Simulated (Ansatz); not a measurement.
# Si3N4: Field gradients at the nuclei

The cell is a COD entry, ions relaxed with PBE at fixed cell.

Space group P6_3/m (No. 176); a = 7.5950, c = 2.9023 Å, γ = 120.00°.

| site | Wyckoff | site symmetry | x | y | z |
| --- | --- | --- | --- | --- | --- |
| Si | 6h | m.. | 0.7673 | 0.1736 | 0.2500 |
| N7 | 6h | m.. | 0.0294 | 0.3297 | 0.2500 |
| N13 | 2d | -6.. | 0.3333 | 0.6667 | 0.7499 |

One atom of each set is listed.

All values are calculated (Ansatz; DFT, r2SCAN, plane waves and PAW, scalar-relativistic, 500 eV cutoff, Γ-centred 4×4×10 k-points, Fermi–Dirac smearing 0.02 eV), not measured.

C_Q = eQV_zz/h, which is 24.18 MHz for Q = 1 b and V_zz = 10²¹ V/m²; η = (V_xx − V_yy)/V_zz.

¹⁴N: I = 1, Q = 20.44 mb. Nuclear quadrupole moments: year-2017 set (Pyykkö).

**Question.** Give the quadrupolar parameters of the distinct sites.

**Answer.** 

```
site  atoms     first shell  V_zz (10²¹ V/m²)     η  C_Q (MHz)
  Si      6   4 N at 1.73 Å              0.99  0.40          –
  N7      6  3 Si at 1.73 Å             -4.89  0.08      -2.41
 N13      2  3 Si at 1.73 Å             -4.90  0.00      -2.42
```

An axis of threefold or higher order runs through N13, so V_zz lies along it and η is zero. At N7 V_zz stands upright on the plane through its three neighbours (within 3°).

Si has no stable isotope with a ground-state quadrupole moment in the table, so no C_Q is given.

Hardware: 4 threads of Arm Neoverse V1 (aarch64; 8 cores open to the job, memory cap 8.0 GiB, no GPU), a shared host with a load of 0.6 a core. Wall time 12 s, CPU time 47 s, peak memory 0.82 GiB.
